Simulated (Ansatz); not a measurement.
Zr3Si (P6_3/mmc), work and stress of cleavage

Method: DFT r2SCAN, scalar-relativistic, plane waves, PAW in Ansatz. The runs took a 500 eV cutoff, a Γ-centred 7×8×4 mesh and Gaussian smearing (0.15 eV). No spin polarisation. Energies are free energies at this smearing, counted from the undisturbed cell; pressure is positive in compression.

Zero of the scan (relaxed at this level; it needn't be the usual structure):

```xyz
16
Lattice="3.0492 -5.2813 0.0000 0.0000 0.0000 -4.9470 9.1475 5.2813 0.0000" Properties=species:S:1:pos:R:3 pbc="T T T"
Zr    6.1528    3.5523   -1.2368
Zr    3.1036   -1.7290   -1.2368
Zr    9.0931    3.5523   -1.2368
Zr    6.0439   -1.7290   -1.2368
Zr   10.6721    0.8174   -1.2368
Zr    4.5737    0.8174   -1.2368
Zr    9.0931    1.7290   -3.7103
Zr    2.9947    1.7290   -3.7103
Zr    6.1528    1.7290   -3.7103
Zr    3.1036   -3.5523   -3.7103
Zr    7.6229   -0.8174   -3.7103
Zr    1.5246   -0.8174   -3.7103
Si    7.6229    4.4011   -3.7103
Si    4.5737   -0.8802   -3.7103
Si    7.6229    0.8802   -1.2368
Si    1.5246    0.8802   -1.2368
```

The cut lies on the cell's a–b face, a (1 0 0) plane (indices in the standard cell, whose axes needn't be the Cartesian ones shown) of area 30.17 Å², between layers 1.82 Å apart. Vector c is lengthened by d along the normal with the atoms' Cartesian places fixed: one unrelaxed cut a cell. The traction is positive where the two halves pull on each other.

```
d (Å) energy (J/m²) traction (GPa)
 0.00           0.00            -0.1
 0.50           0.58            18.7
 1.00           1.54            17.8
 2.00           2.79             8.4
 3.00           3.40             4.2
 6.00           3.84             0.2
```

Problem. What are the work of separation and the cleavage stress, and do they fit the universal binding curve?

Solution. The energy levels off near W ≈ 3.84 J/m² (the traction is down to 0.2 GPa), the energy of the two unrelaxed faces, 1.92 J/m² each on average. The largest sampled traction is 18.7 GPa at d = 0.50 Å, and a parabola through it and its two neighbours peaks at σ_max ≈ 20.7 GPa, d ≈ 0.73 Å. The curve E = W[1 − (1 + d/ℓ)exp(−d/ℓ)] peaks in traction at d = ℓ with σ_max = W/(eℓ); with 1 J/m² per Å = 10 GPa this W and σ_max give ℓ = 0.68 Å. A parabola through that curve at the same three d peaks at 0.73 Å, against 0.73 Å here, a fair fit. Real crystals break at far lower stress, because cracks concentrate it, and on the plane of lowest W, which needn't be this one.

The cut is rigid; relaxing the faces lowers these energies and usually the stresses.

In a metal these slopes depend on the k mesh and the smearing.

Cost: 6 runs of about 28 core-minutes in all, on Oxide Virtual Turin-like Processor (Zen 5) (shared hosts).